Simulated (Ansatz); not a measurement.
Pb: equation of state with r2SCAN

Pb:

```
Pb
1.0
     3.48000    0.00000    0.00000
    -1.74000    3.01377    0.00000
     0.00000    0.00000    5.59000
Pb
2
Cartesian
  1.7400 1.0046 4.1925
  0.0000 2.0092 1.3975
```

This isn't the form of Pb at room conditions, which is fcc.

```
Program             : Ansatz 0.2.0
Task                : equation of state
Functional          : r2SCAN
Potentials or basis : Ansatz PAW
Cutoff              : 500 eV
Density cutoff      : 2000 eV
k mesh              : 9 × 9 × 5
Occupations         : fermi-dirac, width 0.05 eV
Spin                : no spin polarisation
```

| Property | Result |
| --- | --- |
| Equilibrium volume | 31.12 Å³/atom (rough: see the caveat) |
| Bulk modulus at fixed shape and positions | 41 GPa (rough) |

Energy against volume, from the lowest point:
| volume (Å³/atom) | energy (meV/atom) |
| --- | --- |
| 27.555 | 67.84 |
| 28.141 | 45.28 |
| 28.727 | 27.95 |
| 29.314 | 15.25 |
| 29.900 | 6.67 |
| 30.486 | 1.73 |
| 31.073 | 0.00 |

All runs of the series together: 22 s on 2 threads of Arm Neoverse V1 (shared host).

Caveat: the minimum lies outside the volumes run; the cell was scaled at fixed shape and fractional positions, which overstates the stiffness of a crystal with free parameters, most of all of layers and chains; the PAW data sets were made with another functional, which shifts forces and pressure a little. Spin-orbit coupling is left out, which matters for the levels of Pb.
